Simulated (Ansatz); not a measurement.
Space group I4_1/amd:1 (No. 141). a = 3.799 Å, b = 3.799 Å, c = 9.699 Å, α = 90.00°, β = 90.00°, γ = 90.00°
```tsv
atom	site	symmetry	x	y	z
Ti	4a	-4m2	0.0000	0.5000	0.2500
O	8e	2mm.	0.0000	0.5000	0.4564
```

Equation of state of this TiO2 structure (not necessarily the ground state), with shape and atoms relaxed at each volume where symmetry leaves them free. Computed with DFT PBE, scalar-relativistic, plane waves, PAW in Ansatz.

Plane waves to 420 eV, a k mesh through Γ of 8×8×6 on the computed 6-atom cell and Gaussian smearing (0.02 eV); no spin polarisation.

```json
{"V (Å³/atom)": "10.265", "E − E(largest V) (meV/atom)": "48.16", "P (GPa)": "25.26", "gap on mesh (eV)": "1.89"}
{"V (Å³/atom)": "10.615", "E − E(largest V) (meV/atom)": "1.05", "P (GPa)": "18.04", "gap on mesh (eV)": "1.99"}
{"V (Å³/atom)": "10.965", "E − E(largest V) (meV/atom)": "-31.09", "P (GPa)": "11.57", "gap on mesh (eV)": "2.08"}
{"V (Å³/atom)": "11.315", "E − E(largest V) (meV/atom)": "-49.52", "P (GPa)": "5.49", "gap on mesh (eV)": "2.14"}
{"V (Å³/atom)": "11.665", "E − E(largest V) (meV/atom)": "-55.42", "P (GPa)": "0.01", "gap on mesh (eV)": "2.16"}
{"V (Å³/atom)": "12.015", "E − E(largest V) (meV/atom)": "-49.97", "P (GPa)": "-4.91", "gap on mesh (eV)": "2.15"}
{"V (Å³/atom)": "12.365", "E − E(largest V) (meV/atom)": "-34.40", "P (GPa)": "-9.27", "gap on mesh (eV)": "2.13"}
{"V (Å³/atom)": "12.832", "E − E(largest V) (meV/atom)": "0.00", "P (GPa)": "-14.22", "gap on mesh (eV)": "2.08"}
```

Q: Fit a third-order Birch–Murnaghan equation to E(V).

A: V0 = 11.67 Å³/atom, B0 = 171 GPa, B0' = 2.4.